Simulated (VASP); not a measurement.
# Se (R-3m) in VASP: notebook

Runs on Se. Level: PBE. Tasks: relaxation of cell and atoms.

Program: VASP 6.6.1. These are calculated values, not measurements. Logs are shortened: lines on timing, memory, paths and dates and some standing lists are left out, and cuts for length are marked.

### Step 1. Starting point

The structure is trigonal, space group R-3m (No. 166). The conventional cell has a = 3.850 Å, b = 3.850 Å, c = 2.645 Å, α = 90.00°, β = 90.00°, γ = 120.00°. Se (site symmetry -3m) is surrounded by 8 Se at 2.39 to 2.65 Å.

This isn't the form of Se at room conditions, which is trigonal, of chains.

### Step 2. Relaxation of cell and atoms, PBE, target pressure 94 GPa, at which the enthalpy is minimised

The input, INCAR:

```
SYSTEM = Se
PREC     = Accurate       ! precision mode
ENCUT    = 520            ! plane-wave cutoff, eV
EDIFF    = 1E-7           ! SCF threshold, eV
ISMEAR   = 0              ! smearing method
SIGMA    = 0.02           ! smearing width, eV
LREAL    = .False.        ! projectors in reciprocal space
LASPH    = .True.         ! aspherical terms in the spheres
NELM     = 80             ! most SCF steps
ALGO     = Normal         ! electronic algorithm
ISIF     = 3              ! what is computed and relaxed
LWAVE    = .False.        ! write WAVECAR
LCHARG   = .False.        ! write CHGCAR
GGA      = PE             ! functional
IBRION   = 2              ! ionic algorithm
NSW      = 80             ! ionic steps
EDIFFG   = -0.002         ! ionic threshold
PSTRESS  = 940.0
```

The input, KPOINTS:

```
Automatic mesh
0
Gamma
  21 21 21
  0 0 0
```

The input, POSCAR:

```
Se
1.0
    1.9250000000      1.1113992700      0.8816666700
   -1.9250000000      1.1113992700      0.8816666700
    0.0000000000     -2.2227985400      0.8816666700
Se
1
Direct
    0.0000000000      0.0000000000      0.0000000000
```

Potentials or basis: VASP PAW PBE potentials, release 64 (Se).

Launch:

```sh
$ cat potpaw_PBE.64/Se/POTCAR > POTCAR
$ mpirun -np 1 vasp_std > vasp.out
```

OUTCAR:

```text
SYSTEM = Se
   PREC = Accurate
   ENCUT = 520
   EDIFF = 1E-7
   ISMEAR = 0
   LREAL = .False.
   LASPH = .True.
   NELM = 80
   ISIF = 3
   GGA = PE
   IBRION = 2
   NSW = 80
   EDIFFG = -0.002
   PSTRESS = 940.0

 ion  position               nearest neighbor table
   1  0.000  0.000  0.000-

  LATTYP: Found a trigonal (rhomboedric) cell.
 ALAT       =     2.3912694232
 COS(alpha) =    -0.2960878580

  Lattice vectors:

 A1 = (   1.9250000000,   1.1113992700,   0.8816666700)
 A2 = (  -1.9250000000,   1.1113992700,   0.8816666700)
 A3 = (   0.0000000000,  -2.2227985400,   0.8816666700)

Analysis of symmetry for initial positions (statically):
=====================================================================
 Subroutine PRICEL returns:
 Original cell was already a primitive cell.

 Routine SETGRP: Setting up the symmetry group for a
 trigonal (rhombohedral) supercell.

 Subroutine GETGRP returns: Found 12 space group operations
 (whereof 12 operations were pure point group operations)
 out of a pool of 12 trial point group operations.

The static configuration has the point symmetry D_3d.

Analysis of symmetry for dynamics (positions and initial velocities):
=====================================================================
 Subroutine PRICEL returns:
 Original cell was already a primitive cell.

 Routine SETGRP: Setting up the symmetry group for a
 trigonal (rhombohedral) supercell.

 Subroutine GETGRP returns: Found 12 space group operations
 (whereof 12 operations were pure point group operations)
 out of a pool of 12 trial point group operations.

The dynamic configuration has the point symmetry D_3d.

 Subroutine INISYM returns: Found 12 space group operations
 (whereof 12 operations are pure point group operations),
 and found     1 'primitive' translations

----------------------------------------------------------------------------------------

                                     Primitive cell

  volume of cell :      11.3177

  direct lattice vectors                    reciprocal lattice vectors
     1.925000000  1.111399270  0.881666670     0.259740260  0.149961109  0.378071832
    -1.925000000  1.111399270  0.881666670    -0.259740260  0.149961109  0.378071832
     0.000000000 -2.222798540  0.881666670     0.000000000 -0.299922217  0.378071832

  length of vectors
     2.391269423  2.391269423  2.391269426     0.482588486  0.482588486  0.482588486

  position of ions in fractional coordinates (direct lattice)
     0.000000000  0.000000000  0.000000000

  ion indices of the primitive-cell ions
   primitive index   ion index
                 1           1

----------------------------------------------------------------------------------------

 KPOINTS: Automatic mesh

Automatic generation of k-mesh.
 Grid dimensions read from file:
 generate k-points for:   21   21   21

 Generating k-lattice:

  Cartesian coordinates                     Fractional coordinates (reciprocal lattice)
     0.012368584  0.007141005  0.018003421     0.047619048  0.000000000  0.000000000
    -0.012368584  0.007141005  0.018003421     0.000000000  0.047619048  0.000000000
     0.000000000 -0.014282010  0.018003421     0.000000000  0.000000000  0.047619048

  Length of vectors
     0.022980404  0.022980404  0.022980404

  Shift w.r.t. Gamma in fractional coordinates (k-lattice)
     0.000000000  0.000000000  0.000000000

 Subroutine IBZKPT returns following result:
 ===========================================

 Found    891 irreducible k-points:

 Following reciprocal coordinates:
            Coordinates               Weight
  0.000000  0.000000  0.000000      1.000000
  0.047619  0.000000  0.000000      6.000000
  0.095238  0.000000  0.000000      6.000000
  0.142857  0.000000  0.000000      6.000000
  0.190476  0.000000  0.000000      6.000000
  0.238095  0.000000  0.000000      6.000000
[... 16 lines left out ...]
 -0.428571  0.047619  0.000000     12.000000
 -0.380952  0.047619  0.000000     12.000000
 [... further k-points ...]
   k-points           NKPTS =    891   k-points in BZ     NKDIM =    891   number of bands    NBANDS=      7
   number of dos      NEDOS =    301   number of ions     NIONS =      1
   total plane-waves  NPLWV =   5832
   dimension x,y,z NGX =    18 NGY =   18 NGZ =   18
   dimension x,y,z NGXF=    36 NGYF=   36 NGZF=   36
   ions per type =               1
   NGX,Y,Z   is equivalent  to a cutoff of  12.51, 12.51, 12.51 a.u.
   NGXF,Y,Z  is equivalent  to a cutoff of  25.03, 25.03, 25.03 a.u.
 SYSTEM =  Se
   PREC   = accura    normal or accurate (medium, high low for compatibility)
   ISTART =      0    job   : 0-new  1-cont  2-samecut
   ICHARG =      2    charge: 1-file 2-atom 10-const
   ISPIN  =      1    spin polarized calculation?
   LNONCOLLINEAR =      F non collinear calculations
   LSORBIT =      F    spin-orbit coupling
   LASPH  =      T    aspherical Exc in radial PAW
   ENCUT  =  520.0 eV  38.22 Ry    6.18 a.u.   4.45  4.45  4.45*2*pi/ulx,y,z
   NELM   =     80;   NELMIN=  2; NELMDL= -5     # of ELM steps
   EDIFF  = 0.1E-06   stopping-criterion for ELM
   LREAL  =      F    real-space projection
   EDIFFG = -.2E-02   stopping-criterion for IOM
   NSW    =     80    number of steps for IOM
   IBRION =      2    ionic relax: 0-MD 1-quasi-New 2-CG
   NFREE  =      1    steps in history (QN), initial steepest desc. (CG)
   ISIF   =      3    stress and relaxation
   ISYM   =      2    0-nonsym 1-usesym 2-fastsym
   POTIM  = 0.5000    time-step for ionic-motion
   TEBEG  =    0.0;   TEEND  =   0.0 temperature during run
   PSTRESS=  940.0 pullay stress
   NELECT =       6.0000    total number of electrons
   NUPDOWN=      -1.0000    fix difference up-down
   EMIN   =  10.00;   EMAX   =-10.00  energy-range for DOS
   EFERMI =   0.00;   METHOD = LEGACY
   ISMEAR =     0;   SIGMA  =   0.02  broadening in eV -4-tet -1-fermi 0-gaus
   EFERMI_NEDOS =   21; number of points for ismear=-14 and -15
   IALGO  =     38    algorithm
   IMIX   =      4    mixing-type and parameters
     AMIX     =   0.40;   BMIX     =  1.00
     AMIX_MAG =   1.60;   BMIX_MAG =  1.00
  volume/ion in A,a.u.               =      11.32        76.38
  Fermi-wavevector in a.u.,A,eV,Ry     =   1.324971  2.503832 23.885687  1.755548
  Thomas-Fermi vector in A             =   2.454466
   LORBIT       =      0    0 simple, 1 ext, 2 COOP (PROOUT), +10 PAW based schemes
   GGA     = PE    functional components
   LHFCALC =     F    Hartree Fock is set to
   AEXX    =    0.0000 exact exchange contribution
   IVDW    =     0    specifies the selected vdW correction
   LEPSILON=     F    determine dielectric tensor
   LRPA    =     F    only Hartree local field effects (RPA)
 conjugate gradient relaxation of ions
 non-spin polarized calculation
 Gauss-broadening in eV      SIGMA  =   0.02
  energy-cutoff  :      520.00
  volume of cell :       11.32
 maximum number of plane-waves:       315
 NGX is ok and might be reduce to    18
   NGX =  9   NGY =  9   NGZ =  9

--------------------------------------- Ionic step        1  -------------------------------------------

 number of electron       6.0000000 magnetization

 Free energy of the ion-electron system (eV)
  ---------------------------------------------------
  ext. energy  EPLUGINS =         0.00000000
  ---------------------------------------------------
  free energy    TOTEN  =        -0.27462904 eV

  energy without entropy =       -0.27459327  energy(sigma->0) =       -0.27461116

------------------------ aborting loop because EDIFF is reached ----------------------------------------

  FORCE on cell =-STRESS in cart. coord.  units (eV):
  Direction    XX          YY          ZZ          XY          YZ          ZX
  --------------------------------------------------------------------------------------
  -------------------------------------------------------------------------------------
  Total       11.4326930     11.4326930     11.2883258     -0.0000000     -0.0000000      0.0000000
  in kB     1618.4623806   1618.4623859   1598.0251220     -0.0000000     -0.0000000      0.0000000
  external PRESSURE =     671.6499628 kB  Pullay stress =     940.0000000 kB
[... 22 lines left out ...]
  enthalpy is  TOTEN    =         6.3654582057 eV   P V=        6.6400872489

--------------------------------------- Ionic step        2  -------------------------------------------

 number of electron       5.9999996 magnetization

 E-fermi :   5.1306     XC(G=0): -10.4319

 val. band max:        5.1285618983   @ k =  -0.3810   0.2857   0.2381
 cond. band min:       5.1331343440   @ k =  -0.3333   0.1905  -0.0000
 fundamental gap:      0.0045724456
 Fermi energy:         5.1306177009

 k-point     1 :       0.0000    0.0000    0.0000
  band No.  band energies     occupation
      1     -10.7629      2.00000
      2       7.1399      0.00000
      3       8.2132      0.00000
      4       8.2132      0.00000
      5      15.3313      0.00000
      6      16.5002      0.00000
      7      16.5002      0.00000
[... 295 lines left out ...]
  FREE ENERGIE OF THE ION-ELECTRON SYSTEM (eV)
  ---------------------------------------------------
  free  energy   TOTEN  =        -1.7370686812 eV

  energy  without entropy=       -1.7369289966  energy(sigma->0) =       -1.73699884

  enthalpy is  TOTEN    =         6.0822973810 eV   P V=        7.8193660622

[... ionic steps 4 to 24 ...]

--------------------------------------- Ionic step       25  -------------------------------------------

 number of electron       6.0000000 magnetization

------------------------ aborting loop because EDIFF is reached ----------------------------------------

  FORCE on cell =-STRESS in cart. coord.  units (eV):
  Direction    XX          YY          ZZ          XY          YZ          ZX
  --------------------------------------------------------------------------------------
  -------------------------------------------------------------------------------------
  Total        7.6411336      7.6411345      7.6449993     -0.0000000     -0.0000000      0.0000000
  in kB      939.4766707    939.4767832    939.9519620     -0.0000000     -0.0000000      0.0000000
  external PRESSURE =      -0.3648614 kB  Pullay stress =     940.0000000 kB
[... 59 lines left out ...]
  enthalpy is  TOTEN    =         6.0521253231 eV   P V=        7.6445751433

--------------------------------------- Ionic step       27  -------------------------------------------

 number of electron       6.0000000 magnetization

 Free energy of the ion-electron system (eV)
  ---------------------------------------------------
  ext. energy  EPLUGINS =         0.00000000
  ---------------------------------------------------
  free energy    TOTEN  =        -1.59271672 eV

  energy without entropy =       -1.59265024  energy(sigma->0) =       -1.59268348

 E-fermi :  12.1887     XC(G=0): -12.7031

 val. band max:       12.1850964138   @ k =  -0.4286   0.1429   0.0952
 cond. band min:      12.1958353084   @ k =  -0.3810   0.2381   0.2381
 fundamental gap:      0.0107388946
 Fermi energy:        12.1887299914

 k-point     1 :       0.0000    0.0000    0.0000
  band No.  band energies     occupation
      1      -9.3194      2.00000
      2      15.7929      0.00000
      3      18.2937      0.00000
      4      18.2937      0.00000
      5      22.9444      0.00000
      6      22.9444      0.00000
      7      26.0635      0.00000
[... 258 lines left out ...]
  FREE ENERGIE OF THE ION-ELECTRON SYSTEM (eV)
  ---------------------------------------------------
  free  energy   TOTEN  =        -1.5927167216 eV

  energy  without entropy=       -1.5926502361  energy(sigma->0) =       -1.59268348

  enthalpy is  TOTEN    =         6.0521250567 eV   P V=        7.6448417783

 reached required accuracy - stopping structural energy minimisation
```

It took 5.3 min on 1 thread of Intel Xeon 6975P-C (Granite Rapids), shared host; peak memory 0.18 GiB.

What came out:

- Free energy: -1.5927 eV
- Relaxed volume: 13.03 Å³/atom
- Relaxed cell: a = 2.464 Å, b = 2.464 Å, c = 2.464 Å, α = 105.18°, β = 105.18°, γ = 105.18°
- Space group after relaxing (to 0.05 Å): R-3m (No. 166)
- Energy change on relaxing (the enthalpy is what falls): -1318.1 meV/atom
- Ionic steps: 27
- Pressure after relaxing: 94.0 GPa
- Band gap on the k mesh: none (metal or under the smearing width)

The path:
```tsv
step	energy change (eV)	largest force (eV/Å)	pressure (GPa)	volume (Å³)
1	0.0000	0.0000	161.16	11.32
2	-2.6806	0.0000	-1.84	21.00
3	-1.4624	0.0000	81.31	13.33
4	-1.2551	0.0000	92.59	12.94
5	-1.2288	0.0000	94.01	12.90
6	-1.2094	0.0000	95.07	12.87
7	-1.2137	0.0000	94.98	12.87
8	-1.2186	0.0000	94.94	12.88
9	-1.2268	0.0000	95.06	12.89
10	-1.2383	0.0000	96.08	12.91
11	-1.2801	0.0000	94.03	12.97
12	-1.3303	0.0000	91.56	13.06
13	-1.3400	0.0000	91.13	13.08
14	-1.3674	0.0000	89.95	13.12
15	-1.3594	0.0000	90.54	13.11
16	-1.3348	0.0000	92.44	13.06
17	-1.2809	0.0000	96.21	12.97
18	-1.3030	0.0000	94.67	13.00
19	-1.3046	0.0000	94.55	13.01
20	-1.3060	0.0000	94.46	13.01
21	-1.3087	0.0000	94.34	13.01
22	-1.3166	0.0000	94.02	13.03
23	-1.3196	0.0000	93.90	13.03
24	-1.3193	0.0000	93.91	13.03
25	-1.3186	0.0000	93.96	13.03
26	-1.3178	0.0000	94.02	13.03
27	-1.3181	0.0000	94.01	13.03
```

Final structure:
```xyz
1
Lattice="1.9573 1.1301 0.9818 -1.9573 1.1301 0.9818 0.0000 -2.2601 0.9818" Properties=species:S:1:pos:R:3 pbc="T T T"
Se    0.0000    0.0000    0.0000
```

Caveat: the cell is relaxed towards a set pressure, so the enthalpy falls and the energy may rise; the volume moved by over 15 % at a fixed basis, so the end points are rough. PBE usually gives volumes a little too large and moduli too small.

[end of part 1 of 2]
